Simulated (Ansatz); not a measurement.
# C: the cost of one run

Method: DFT r2SCAN, scalar-relativistic, plane waves, PAW, in Ansatz 0.2.0.

### 1 The system as given

The structure is trigonal, space group P-3m1 (No. 164). The conventional cell has a = 2.461 Å, b = 2.461 Å, c = 26.062 Å, α = 90.00°, β = 90.00°, γ = 120.00°. C (site symmetry 3m) has 3 C at 1.42 Å as nearest neighbours.

Structure file:

```cif
data_structure
_symmetry_space_group_name_H-M 'P 1'
_symmetry_Int_Tables_number 1
_cell_length_a 7.3830
_cell_length_b 7.3830
_cell_length_c 26.0620
_cell_angle_alpha 90.000
_cell_angle_beta 90.000
_cell_angle_gamma 60.000
_cell_volume 1230.28
loop_
_atom_site_label
_atom_site_type_symbol
_atom_site_fract_x
_atom_site_fract_y
_atom_site_fract_z
_atom_site_occupancy
C1 C 0.00000 0.00000 0.30696 1
C2 C 0.00000 0.33333 0.30696 1
C3 C 0.00000 0.66667 0.30696 1
C4 C 0.33333 0.00000 0.30696 1
C5 C 0.33333 0.33333 0.30696 1
C6 C 0.33333 0.66667 0.30696 1
C7 C 0.66667 0.00000 0.30696 1
C8 C 0.66667 0.33333 0.30696 1
C9 C 0.66667 0.66667 0.30696 1
C10 C 0.11111 0.11111 0.30696 1
C11 C 0.11111 0.44444 0.30696 1
C12 C 0.11111 0.77778 0.30696 1
C13 C 0.44444 0.11111 0.30696 1
C14 C 0.44444 0.44444 0.30696 1
C15 C 0.44444 0.77778 0.30696 1
C16 C 0.77778 0.11111 0.30696 1
C17 C 0.77778 0.44444 0.30696 1
C18 C 0.77778 0.77778 0.30696 1
C19 C 0.00000 0.00000 0.43565 1
C20 C 0.00000 0.33333 0.43565 1
C21 C 0.00000 0.66667 0.43565 1
C22 C 0.33333 0.00000 0.43565 1
C23 C 0.33333 0.33333 0.43565 1
C24 C 0.33333 0.66667 0.43565 1
C25 C 0.66667 0.00000 0.43565 1
C26 C 0.66667 0.33333 0.43565 1
C27 C 0.66667 0.66667 0.43565 1
C28 C 0.22222 0.22222 0.43565 1
C29 C 0.22222 0.55556 0.43565 1
C30 C 0.22222 0.88889 0.43565 1
C31 C 0.55556 0.22222 0.43565 1
C32 C 0.55556 0.55556 0.43565 1
C33 C 0.55556 0.88889 0.43565 1
C34 C 0.88889 0.22222 0.43565 1
C35 C 0.88889 0.55556 0.43565 1
C36 C 0.88889 0.88889 0.43565 1
C37 C 0.00000 0.00000 0.56435 1
C38 C 0.00000 0.33333 0.56435 1
C39 C 0.00000 0.66667 0.56435 1
C40 C 0.33333 0.00000 0.56435 1
C41 C 0.33333 0.33333 0.56435 1
C42 C 0.33333 0.66667 0.56435 1
C43 C 0.66667 0.00000 0.56435 1
C44 C 0.66667 0.33333 0.56435 1
C45 C 0.66667 0.66667 0.56435 1
C46 C 0.11111 0.11111 0.56435 1
C47 C 0.11111 0.44444 0.56435 1
C48 C 0.11111 0.77778 0.56435 1
C49 C 0.44444 0.11111 0.56435 1
C50 C 0.44444 0.44444 0.56435 1
C51 C 0.44444 0.77778 0.56435 1
C52 C 0.77778 0.11111 0.56435 1
C53 C 0.77778 0.44444 0.56435 1
C54 C 0.77778 0.77778 0.56435 1
C55 C 0.00000 0.00000 0.69304 1
C56 C 0.00000 0.33333 0.69304 1
C57 C 0.00000 0.66667 0.69304 1
C58 C 0.33333 0.00000 0.69304 1
C59 C 0.33333 0.33333 0.69304 1
C60 C 0.33333 0.66667 0.69304 1
C61 C 0.66667 0.00000 0.69304 1
C62 C 0.66667 0.33333 0.69304 1
C63 C 0.66667 0.66667 0.69304 1
C64 C 0.22222 0.22222 0.69304 1
C65 C 0.22222 0.55556 0.69304 1
C66 C 0.22222 0.88889 0.69304 1
C67 C 0.55556 0.22222 0.69304 1
C68 C 0.55556 0.55556 0.69304 1
C69 C 0.55556 0.88889 0.69304 1
C70 C 0.88889 0.22222 0.69304 1
C71 C 0.88889 0.55556 0.69304 1
C72 C 0.88889 0.88889 0.69304 1
```

### 2 Single point: C72 sheet, no spin

The input, input.yaml:

```yaml
crystal:
  lattice:
    - [7.383, 0.0, 0.0]
    - [3.6915, 6.3938655561, 0.0]
    - [0.0, 0.0, 26.062]
  atoms:
    - { symbol: C, position: [0.0, 0.0, 0.3069603254] }
    - { symbol: C, position: [0.0, 0.3333333333, 0.3069603254] }
    - { symbol: C, position: [0.0, 0.6666666667, 0.3069603254] }
    - { symbol: C, position: [0.3333333333, 0.0, 0.3069603254] }
    - { symbol: C, position: [0.3333333333, 0.3333333333, 0.3069603254] }
    - { symbol: C, position: [0.3333333333, 0.6666666667, 0.3069603254] }
    - { symbol: C, position: [0.6666666667, 0.0, 0.3069603254] }
    - { symbol: C, position: [0.6666666667, 0.3333333333, 0.3069603254] }
    - { symbol: C, position: [0.6666666667, 0.6666666667, 0.3069603254] }
    - { symbol: C, position: [0.1111111111, 0.1111111111, 0.3069603254] }
    - { symbol: C, position: [0.1111111111, 0.4444444444, 0.3069603254] }
    - { symbol: C, position: [0.1111111111, 0.7777777778, 0.3069603254] }
    - { symbol: C, position: [0.4444444444, 0.1111111111, 0.3069603254] }
    - { symbol: C, position: [0.4444444444, 0.4444444444, 0.3069603254] }
    - { symbol: C, position: [0.4444444444, 0.7777777778, 0.3069603254] }
    - { symbol: C, position: [0.7777777778, 0.1111111111, 0.3069603254] }
    - { symbol: C, position: [0.7777777778, 0.4444444444, 0.3069603254] }
    - { symbol: C, position: [0.7777777778, 0.7777777778, 0.3069603254] }
    - { symbol: C, position: [0.0, 0.0, 0.4356534418] }
    - { symbol: C, position: [0.0, 0.3333333333, 0.4356534418] }
    - { symbol: C, position: [0.0, 0.6666666667, 0.4356534418] }
    - { symbol: C, position: [0.3333333333, 0.0, 0.4356534418] }
    - { symbol: C, position: [0.3333333333, 0.3333333333, 0.4356534418] }
    - { symbol: C, position: [0.3333333333, 0.6666666667, 0.4356534418] }
    - { symbol: C, position: [0.6666666667, 0.0, 0.4356534418] }
    - { symbol: C, position: [0.6666666667, 0.3333333333, 0.4356534418] }
    - { symbol: C, position: [0.6666666667, 0.6666666667, 0.4356534418] }
    - { symbol: C, position: [0.2222222222, 0.2222222222, 0.4356534418] }
    - { symbol: C, position: [0.2222222222, 0.5555555556, 0.4356534418] }
    - { symbol: C, position: [0.2222222222, 0.8888888889, 0.4356534418] }
    - { symbol: C, position: [0.5555555556, 0.2222222222, 0.4356534418] }
    - { symbol: C, position: [0.5555555556, 0.5555555556, 0.4356534418] }
    - { symbol: C, position: [0.5555555556, 0.8888888889, 0.4356534418] }
    - { symbol: C, position: [0.8888888889, 0.2222222222, 0.4356534418] }
    - { symbol: C, position: [0.8888888889, 0.5555555556, 0.4356534418] }
    - { symbol: C, position: [0.8888888889, 0.8888888889, 0.4356534418] }
    - { symbol: C, position: [0.0, 0.0, 0.5643465582] }
    - { symbol: C, position: [0.0, 0.3333333333, 0.5643465582] }
    - { symbol: C, position: [0.0, 0.6666666667, 0.5643465582] }
    - { symbol: C, position: [0.3333333333, 0.0, 0.5643465582] }
    - { symbol: C, position: [0.3333333333, 0.3333333333, 0.5643465582] }
    - { symbol: C, position: [0.3333333333, 0.6666666667, 0.5643465582] }
    - { symbol: C, position: [0.6666666667, 0.0, 0.5643465582] }
    - { symbol: C, position: [0.6666666667, 0.3333333333, 0.5643465582] }
    - { symbol: C, position: [0.6666666667, 0.6666666667, 0.5643465582] }
    - { symbol: C, position: [0.1111111111, 0.1111111111, 0.5643465582] }
    - { symbol: C, position: [0.1111111111, 0.4444444444, 0.5643465582] }
    - { symbol: C, position: [0.1111111111, 0.7777777778, 0.5643465582] }
    - { symbol: C, position: [0.4444444444, 0.1111111111, 0.5643465582] }
    - { symbol: C, position: [0.4444444444, 0.4444444444, 0.5643465582] }
    - { symbol: C, position: [0.4444444444, 0.7777777778, 0.5643465582] }
    - { symbol: C, position: [0.7777777778, 0.1111111111, 0.5643465582] }
    - { symbol: C, position: [0.7777777778, 0.4444444444, 0.5643465582] }
    - { symbol: C, position: [0.7777777778, 0.7777777778, 0.5643465582] }
    - { symbol: C, position: [0.0, 0.0, 0.6930396746] }
    - { symbol: C, position: [0.0, 0.3333333333, 0.6930396746] }
    - { symbol: C, position: [0.0, 0.6666666667, 0.6930396746] }
    - { symbol: C, position: [0.3333333333, 0.0, 0.6930396746] }
    - { symbol: C, position: [0.3333333333, 0.3333333333, 0.6930396746] }
    - { symbol: C, position: [0.3333333333, 0.6666666667, 0.6930396746] }
    - { symbol: C, position: [0.6666666667, 0.0, 0.6930396746] }
    - { symbol: C, position: [0.6666666667, 0.3333333333, 0.6930396746] }
    - { symbol: C, position: [0.6666666667, 0.6666666667, 0.6930396746] }
    - { symbol: C, position: [0.2222222222, 0.2222222222, 0.6930396746] }
    - { symbol: C, position: [0.2222222222, 0.5555555556, 0.6930396746] }
    - { symbol: C, position: [0.2222222222, 0.8888888889, 0.6930396746] }
    - { symbol: C, position: [0.5555555556, 0.2222222222, 0.6930396746] }
    - { symbol: C, position: [0.5555555556, 0.5555555556, 0.6930396746] }
    - { symbol: C, position: [0.5555555556, 0.8888888889, 0.6930396746] }
    - { symbol: C, position: [0.8888888889, 0.2222222222, 0.6930396746] }
    - { symbol: C, position: [0.8888888889, 0.5555555556, 0.6930396746] }
    - { symbol: C, position: [0.8888888889, 0.8888888889, 0.6930396746] }
scf:
  occupations: { method: gaussian, width: 0.05 }
output:
  forces: true
  stress: false
  core_levels: { shells: { C: "1s" }, counted_from: fermi_level }
  write_density: true
  write_potential: true
  elf: true
  volumetric_format: npy
hamiltonian:
  xc: r2scan
kpoints:
  mp_grid: { grid: [12, 12, 1] }
efield:
  axis: 3
  dipole_correction: true
```

Launch:

```
$ ansatz run input.yaml --threads 8 --pin off --max-ram 20480MiB --backend cpu --events-out ev --progress --plain --runs-dir out
```

Q: Estimate wall time and peak memory on 8 threads of Intel Xeon Platinum 8259CL at 2.50GHz (Skylake/Cascade Lake), shared host.

About 29 min, with a peak of 15 GiB.
